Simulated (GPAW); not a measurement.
# RbBr (Pm-3m) in GPAW: convergence with k mesh

Aim: find how far k mesh must go before the results for RbBr settle, at RPBE. This setting moves, with any that are tied to it; all else stays.

Everything below comes from runs of GPAW 26.7.0. Logs are shortened: lines on timing, memory, paths and dates and some standing lists are left out, and cuts for length are marked. The log counts tension as positive stress, the text compression.

## 1. The structure

The structure is cubic, space group Pm-3m (No. 221). Conventional cell: a = 4.126 Å, b = 4.126 Å, c = 4.126 Å, α = 90.00°, β = 90.00°, γ = 90.00°. Rb (site symmetry m-3m) is surrounded by 8 Br at 3.57 Å. Br (site symmetry m-3m) has 8 Rb at 3.57 Å as nearest neighbours.

The cell comes from a database or a generator and needn't be the stable form of this composition.

## 2. With k mesh 2 × 2 × 2

Input file run.py:

```python
from ase.dft.bandgap import bandgap
from ase.io import read, write
from ase.units import GPa
from gpaw import GPAW, PW

atoms = read('RbBr.xyz')

calc = GPAW(mode=PW(600),
            xc='RPBE',
            kpts={'size': (2, 2, 2), 'gamma': True},
            occupations={'name': 'fermi-dirac', 'width': 0.05},
            nbands=16,
            convergence={'density': 1e-05, 'energy': 1e-05},
            maxiter=100,
            txt='gpaw.txt')
atoms.calc = calc
energy = atoms.get_potential_energy()
forces = atoms.get_forces()
stress = atoms.get_stress()
calc.write('gs.gpw')
write('result.traj', atoms)
print(f'Energy: {energy:.6f} eV')
print('Forces (eV/A):')
print(forces.round(4))
print('Stress (GPa):', (stress / GPa).round(3))
print('Fermi level:', round(calc.get_fermi_level(), 4), 'eV')
print(f'Gap: {bandgap(calc)[0]:.4f} eV, direct: {bandgap(calc, direct=True)[0]:.4f} eV')
```

Input file RbBr.xyz:

```xyz
2
Lattice="4.1260773000 0.0000000000 0.0000000000 0.0000000000 4.1260773000 0.0000000000 0.0000000000 0.0000000000 4.1260773000" Properties=species:S:1:pos:R:3 pbc="T T T"
Rb     0.0000000000      0.0000000000      0.0000000000
Br     2.0630386500      2.0630386500      2.0630386500
```

Potentials or basis: the program's PAW data sets (release 1.2.1) made for this functional, pw.

On the command line:

```sh
OMP_NUM_THREADS=1 python run.py
```

gpaw.txt:

```text
__  _  _
 | _ |_)|_||  |
 |__||  | ||/\| - 26.7.0

Input parameters:
  mode=PW(ecut=600.0),
  convergence={'density': 1e-05, 'energy': 1e-05},
  kpts=MonkhorstPack(size=(2, 2, 2), gamma=True),
  maxiter=100,
  nbands=16,
  occupations=Occupations(name='fermi-dirac', width=0.05),
  xc=XC(name='RPBE')

Diagonalizing LCAO Hamiltonian
Converting LCAO to pw mode
    .---------.
   /|         |
  / |         |
 *  |         |
 |  |  Br     |
 |  .---------.
 | /         /
 |/         /
 Rb--------*

Atoms  # Å, Bohr magnetons
|   | symbol |        x |        y |        z |    initial magnetic moments |
|---|--------|----------|----------|----------|-----------------------------|
| 0 |     Rb | 0.000000 | 0.000000 | 0.000000 | ( 0.0000,  0.0000,  0.0000) |
| 1 |     Br | 2.063039 | 2.063039 | 2.063039 | ( 0.0000,  0.0000,  0.0000) |

Unit cell  # Å
| periodic |        x |        y |        z |  lengths |    angles |
|----------|----------|----------|----------|----------|-----------|
|      yes | 4.126077 | 0.000000 | 0.000000 | 4.126077 | 90.000000 |
|      yes | 0.000000 | 4.126077 | 0.000000 | 4.126077 | 90.000000 |
|      yes | 0.000000 | 0.000000 | 4.126077 | 4.126077 | 90.000000 |

Number of symmetries: 48
Symmetry operations  # r_c * U_cc + t_c -> r_c
|    | kind |            matrix            |
|----|------|------------------------------|
|  0 |  E   |  1, 0, 0,  0, 1, 0,  0, 0, 1 |
|  1 |  σ   |  1, 0, 0,  0, 1, 0,  0, 0,-1 |
|  2 |  σ   |  1, 0, 0,  0, 0, 1,  0, 1, 0 |
|  3 |  C4  |  1, 0, 0,  0, 0, 1,  0,-1, 0 |
|  4 |  C4  |  1, 0, 0,  0, 0,-1,  0, 1, 0 |
|  5 |  σ   |  1, 0, 0,  0, 0,-1,  0,-1, 0 |
|  6 |  σ   |  1, 0, 0,  0,-1, 0,  0, 0, 1 |
|  7 |  C2  |  1, 0, 0,  0,-1, 0,  0, 0,-1 |
|  8 |  σ   |  0, 1, 0,  1, 0, 0,  0, 0, 1 |
|  9 |  C2  |  0, 1, 0,  1, 0, 0,  0, 0,-1 |
| 10 |  C3  |  0, 1, 0,  0, 0, 1,  1, 0, 0 |
| 11 |  S6  |  0, 1, 0,  0, 0, 1, -1, 0, 0 |
| 12 |  S6  |  0, 1, 0,  0, 0,-1,  1, 0, 0 |
| 13 |  C3  |  0, 1, 0,  0, 0,-1, -1, 0, 0 |
| 14 |  C4  |  0, 1, 0, -1, 0, 0,  0, 0, 1 |
| 15 |  S4  |  0, 1, 0, -1, 0, 0,  0, 0,-1 |
| 16 |  C3  |  0, 0, 1,  1, 0, 0,  0, 1, 0 |
| 17 |  S6  |  0, 0, 1,  1, 0, 0,  0,-1, 0 |
| 18 |  σ   |  0, 0, 1,  0, 1, 0,  1, 0, 0 |
| 19 |  C4  |  0, 0, 1,  0, 1, 0, -1, 0, 0 |
[... 125 lines left out ...]
  Pratt-step length: 0.05
  Maximum mixing coefficient: 0.75
  Old densities: 10
  SVD Regularization: 0.005
  Good broyden scale: 1.0
  Trust region scale: 1.0
  Backstep threshold: 4.0
  History deletion threshold: 6.0
  Fourier metric: weight=20.0, sigma=0.015

occupation numbers:
  Fermi-Dirac:
    width: 0.0500  # eV

poisson solver:
  ecut: 4800.0  # eV

xc functional:
  name: RPBE with 2 nearest neighbor stencil

convergence criteria:
[... 6 lines left out ...]
|iter     | |      energy | eigst |  dens |
|---------|-|-------------|-------|-------|
|iter:   1| |   -5.553830 | -1.11 |       |
|iter:   2| |   -5.506432 | -3.46 | -1.26 |
|iter:   3| |   -5.309813 | -2.47 | -1.29 |
|iter:   4| |   -5.317045 | -3.77 | -1.73 |
|iter:   5| |   -5.320203 | -3.92 | -2.11 |
|iter:   6| |   -5.320346 | -5.29 | -2.98 |
|iter:   7| |   -5.320377 | -5.97 | -3.39 |
|iter:   8| |   -5.320378c| -7.13 | -4.14 |
|iter:   9| |   -5.320378c| -8.29c| -4.87 |
|iter:  10| |   -5.320378c| -8.51c| -5.67c|

Converged in 10 steps
Energy contributions relative to reference atoms: (reference = -152019.012781)

Energy contributions:
  Kinetic:          13.427091
  Coulomb:         -11.727066
  Zero:             -0.050144
  External:          0.000000
  Xc:               -6.970259
  Entropy:          -0.000000
  Spinorbit:         0.000000
  ----------------------------
  Free energy:      -5.320378
  Extrapolated:     -5.320378

dipole moment: (-15.854319, -15.854319, -15.854319)  # |e|*Ang

Fermi level: 3.169
Eigenvalues  # (at kpt = [0.000, 0.000, 0.000])
| band index |      eig [eV] | occ [0-2] |
|------------|---------------|-----------|
|          0 |       -23.817 |     2.000 |
|          1 |       -11.016 |     2.000 |
|          2 |        -7.819 |     2.000 |
|          3 |        -7.819 |     2.000 |
|          4 |        -7.819 |     2.000 |
|          5 |         1.358 |     2.000 |
[... 8 lines left out ...]
|         14 |        14.188 |     0.000 |
|         15 |        14.188 |     0.000 |

Gap: 4.337 eV
Transition (v -> c):
  (s=0, k=2, n=7, [0.50, 0.50, 0.00]) -> (s=0, k=0, n=8, [0.00, 0.00, 0.00])
Direct/indirect transitions are different
Direct gap: 4.490 eV
Transition at: (s=0, k=0, n=7, [0.00, 0.00, 0.00])

Forces  # eV/Ang
|        x |        y |        z |
|----------|----------|----------|
|  0.00000 | -0.00000 |  0.00000 |  # Rb   0
| -0.00000 | -0.00000 | -0.00000 |  # Br   1

Stress tensor  # eV/Ang^3
|         x |         y |         z |
|-----------|-----------|-----------|
| -0.022139 | -0.000000 |  0.000000 |
| -0.000000 | -0.022139 |  0.000000 |
|  0.000000 |  0.000000 | -0.022139 |

# Writing to gs.gpw (mode='')
```

stdout:

```text
Energy: -5.320378 eV
Forces (eV/A):
[[ 0. -0.  0.]
 [-0. -0. -0.]]
Stress (GPa): [-3.547 -3.547 -3.547  0.     0.    -0.   ]
Fermi level: 3.1689 eV
Gap: 4.3370 eV, direct: 4.4897 eV
```

Wall time 3.9 s (1 thread of Arm Neoverse V2, shared host); peak memory 0.14 GiB.

Results:

* Free energy: -5.3204 eV
* Pressure: 3.5 GPa
* Band gap on the k mesh: 4.34 eV, indirect (least direct gap 4.49 eV)

## 3. With k mesh 3 × 3 × 3

run.py: that of step 2 with these lines changed.

```diff
@@ -9,3 +9,3 @@
             xc='RPBE',
-            kpts={'size': (2, 2, 2), 'gamma': True},
+            kpts={'size': (3, 3, 3), 'gamma': True},
             occupations={'name': 'fermi-dirac', 'width': 0.05},
```

RbBr.xyz is that of step 2.

Potentials or basis: the program's PAW data sets (release 1.2.1) made for this functional, pw.

On the command line:

```sh
OMP_NUM_THREADS=1 python run.py
```

Run time: 3.8 s. Hardware: 1 thread of Arm Neoverse V2, shared host; peak memory 0.14 GiB.

What came out:

| Quantity | Value |
| --- | --- |
| Free energy | -5.5078 eV |
| Pressure | 2.6 GPa |
| Band gap on the k mesh | 4.49 eV, indirect (least direct gap 4.54 eV) |

## 4. With k mesh 4 × 4 × 4

run.py: that of step 3 with these lines changed.

```diff
@@ -9,3 +9,3 @@
             xc='RPBE',
-            kpts={'size': (3, 3, 3), 'gamma': True},
+            kpts={'size': (4, 4, 4), 'gamma': True},
             occupations={'name': 'fermi-dirac', 'width': 0.05},
```

RbBr.xyz is that of step 3.

On the command line:

```sh
OMP_NUM_THREADS=1 python run.py
```

Wall time 6.4 s (1 thread of Arm Neoverse V2, shared host); peak memory 0.15 GiB.

It converged, with:

| Property | Result |
| --- | --- |
| Free energy | -5.5231 eV |
| Pressure | 2.5 GPa |
| Band gap on the k mesh | 4.40 eV, indirect (least direct gap 4.55 eV) |

## 5. With k mesh 5 × 5 × 5

run.py: that of step 4 with these lines changed.

```diff
@@ -9,3 +9,3 @@
             xc='RPBE',
-            kpts={'size': (4, 4, 4), 'gamma': True},
+            kpts={'size': (5, 5, 5), 'gamma': True},
             occupations={'name': 'fermi-dirac', 'width': 0.05},
```

RbBr.xyz is that of step 4.

On the command line:

```sh
OMP_NUM_THREADS=1 python run.py
```

It took 6.7 s on 1 thread of Arm Neoverse V2, shared host; peak memory 0.14 GiB.

The run converged. Its results:

```
Free energy            : -5.5250 eV
Pressure               : 2.4 GPa
Band gap on the k mesh : 4.44 eV, indirect (least direct gap 4.55 eV)
```

## 6. With k mesh 6 × 6 × 6

run.py: that of step 5 with these lines changed.

```diff
@@ -9,3 +9,3 @@
             xc='RPBE',
-            kpts={'size': (5, 5, 5), 'gamma': True},
+            kpts={'size': (6, 6, 6), 'gamma': True},
             occupations={'name': 'fermi-dirac', 'width': 0.05},
```

RbBr.xyz is that of step 5.

Potentials or basis: the program's PAW data sets (release 1.2.1) made for this functional, pw.

On the command line:

```sh
OMP_NUM_THREADS=1 python run.py
```

It took 12 s on 1 thread of Arm Neoverse V2, shared host; peak memory 0.16 GiB.

The run converged. Its results:

```yaml
Free_energy: -5.5252 eV
Pressure: 2.4 GPa
Band_gap_on_the_k_mesh: 4.40 eV, indirect (least direct gap 4.55 eV)
```

## 7. With k mesh 7 × 7 × 7

run.py: that of step 6 with these lines changed.

```diff
@@ -9,3 +9,3 @@
             xc='RPBE',
-            kpts={'size': (6, 6, 6), 'gamma': True},
+            kpts={'size': (7, 7, 7), 'gamma': True},
             occupations={'name': 'fermi-dirac', 'width': 0.05},
```

RbBr.xyz is that of step 6.

On the command line:

```sh
OMP_NUM_THREADS=1 python run.py
```

Run time: 12 s. Hardware: 1 thread of Arm Neoverse V2, shared host; peak memory 0.16 GiB.

Results (log left out):

- Free energy: -5.5252 eV
- Pressure: 2.4 GPa
- Band gap on the k mesh: 4.42 eV, indirect (least direct gap 4.55 eV)

## 8. With k mesh 9 × 9 × 9

run.py: that of step 7 with these lines changed.

```diff
@@ -9,3 +9,3 @@
             xc='RPBE',
-            kpts={'size': (7, 7, 7), 'gamma': True},
+            kpts={'size': (9, 9, 9), 'gamma': True},
             occupations={'name': 'fermi-dirac', 'width': 0.05},
```

RbBr.xyz is that of step 7.

On the command line:

```sh
OMP_NUM_THREADS=1 python run.py
```

It took 19 s on 1 thread of Arm Neoverse V2, shared host; peak memory 0.17 GiB.

It converged, with:

```yaml
Free_energy: -5.5253 eV
Pressure: 2.4 GPa
Band_gap_on_the_k_mesh: 4.41 eV, indirect (least direct gap 4.55 eV)
```

## 9. The series at a glance

```
   k mesh  energy less the tightest run, at zero smearing (meV/atom)  pressure (GPa)  gap on the mesh (eV)  SCF cycles  CPU time (s)  peak memory (GiB)
2 × 2 × 2                                                     102.44            3.55                 4.337          10           3.9               0.14
3 × 3 × 3                                                       8.72            2.56                 4.487          10           3.8               0.14
4 × 4 × 4                                                       1.09            2.46                 4.399          10           6.4               0.15
5 × 5 × 5                                                       0.15            2.45                 4.442          10           6.7               0.14
6 × 6 × 6                                                       0.02            2.44                 4.401          10            12               0.16
7 × 7 × 7                                                       0.00            2.44                 4.423          10            12               0.16
9 × 9 × 9                                                       0.00            2.44                 4.415          10            19               0.17
```

Against the tightest run, the energy stays within 1 meV/atom from 5 × 5 × 5 on; the pressure stays within 0.1 GPa from 4 × 4 × 4 on; the gap on the mesh stays within 0.01 eV from 7 × 7 × 7 on. Meshes of other sizes hit other points, so gaps and Fermi surfaces needn't settle smoothly. The tightest run that finished is the yardstick and may itself not be fully converged.

Caveats: an odd mesh through Γ misses points on the zone boundary, where band edges often lie.
